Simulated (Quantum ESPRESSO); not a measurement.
Wanted: the native input for a Quantum ESPRESSO 7.5 run.

```
Task                       : work function
Functional                 : PBE
Potentials or basis        : PseudoDojo 0.4.1 SR PBE standard
Cutoff                     : 789 eV
Density cutoff             : 3157 eV
k mesh                     : 7 × 7 × 1
Occupations                : fermi-dirac, width 0.05 eV
Spin                       : no spin polarisation
Boundary across the vacuum : none
Mixing mode                : local-TF
Mixing beta                : 0.3
Most SCF iterations        : 150
SCF threshold              : 7e-09 Ry
```

Hf, a slab with vacuum:

```
Hf
1.0
     3.61000    0.00000    0.00000
     0.00000    3.61000    0.00000
     0.00000    0.00000   25.83000
Hf
7
Cartesian
  1.8050 1.8050 7.5000
  0.0000 0.0000 9.3050
  1.8050 1.8050 11.1100
  0.0000 0.0000 12.9150
  1.8050 1.8050 14.7200
  0.0000 0.0000 16.5250
  1.8050 1.8050 18.3300
```

These files were run (other wordings do the same):

pw.in

```
&CONTROL
  calculation = 'scf'
  prefix = 'pwscf'
  outdir = './tmp'
  pseudo_dir = './pseudo'
  tprnfor = .true.
  disk_io = 'low'
/
&SYSTEM
  ibrav = 0
  celldm(1) = 8
  nat = 7
  ntyp = 1
  ecutwfc = 58
  nbnd = 55
  occupations = 'smearing'
  smearing = 'fd'
  degauss = 0.00367493
/
&ELECTRONS
  conv_thr = 7d-09
  electron_maxstep = 150
  mixing_beta = 0.3
  mixing_mode = 'local-TF'
/
ATOMIC_SPECIES
Hf   178.4900 Hf.upf
CELL_PARAMETERS alat
  0.8527389137374   0.0000000000000   0.0000000000000
  0.0000000000000   0.8527389137374   0.0000000000000
  0.0000000000000   0.0000000000000   6.1014532248855
ATOMIC_POSITIONS crystal
Hf     0.5000000000    0.5000000000    0.2903600465
Hf     0.0000000000    0.0000000000    0.3602400310
Hf     0.5000000000    0.5000000000    0.4301200155
Hf     0.0000000000    0.0000000000    0.5000000000
Hf     0.5000000000    0.5000000000    0.5698799845
Hf     0.0000000000    0.0000000000    0.6397599690
Hf     0.5000000000    0.5000000000    0.7096399535
K_POINTS automatic
7 7 1 0 0 0
```

pp_density.in

```
&INPUTPP
  prefix = 'pwscf'
  outdir = './tmp'
  filplot = 'density.dat'
  plot_num = 0
/
&PLOT
  nfile = 1
  filepp(1) = 'density.dat'
  iflag = 3
  output_format = 6
  fileout = 'density.cube'
/
```

pp_potential.in

```
&INPUTPP
  prefix = 'pwscf'
  outdir = './tmp'
  filplot = 'potential.dat'
  plot_num = 11
/
&PLOT
  nfile = 1
  filepp(1) = 'potential.dat'
  iflag = 3
  output_format = 6
  fileout = 'potential.cube'
/
```

pp_elf.in

```
&INPUTPP
  prefix = 'pwscf'
  outdir = './tmp'
  filplot = 'elf.dat'
  plot_num = 8
/
&PLOT
  nfile = 1
  filepp(1) = 'elf.dat'
  iflag = 3
  output_format = 6
  fileout = 'elf.cube'
/
```

Potentials or basis: PseudoDojo 0.4.1 SR PBE standard.

Launch:

```bash
$ OMP_NUM_THREADS=1 pw.x -in pw.in > pw.out
$ OMP_NUM_THREADS=1 pp.x -in pp_density.in > pp_density.out
$ OMP_NUM_THREADS=1 pp.x -in pp_potential.in > pp_potential.out
$ OMP_NUM_THREADS=1 pp.x -in pp_elf.in > pp_elf.out
```

Results of the run:

```json
{"Largest force": "0.897 eV/Å", "Band gap on the k mesh": "none (metal or under the smearing width)", "Work function of the upper face": "3.29 eV", "Work function of the lower face": "3.29 eV"}
```

It took 7 min on 1 thread of Arm Neoverse V2, on a shared host, peak memory 0.4 GiB.
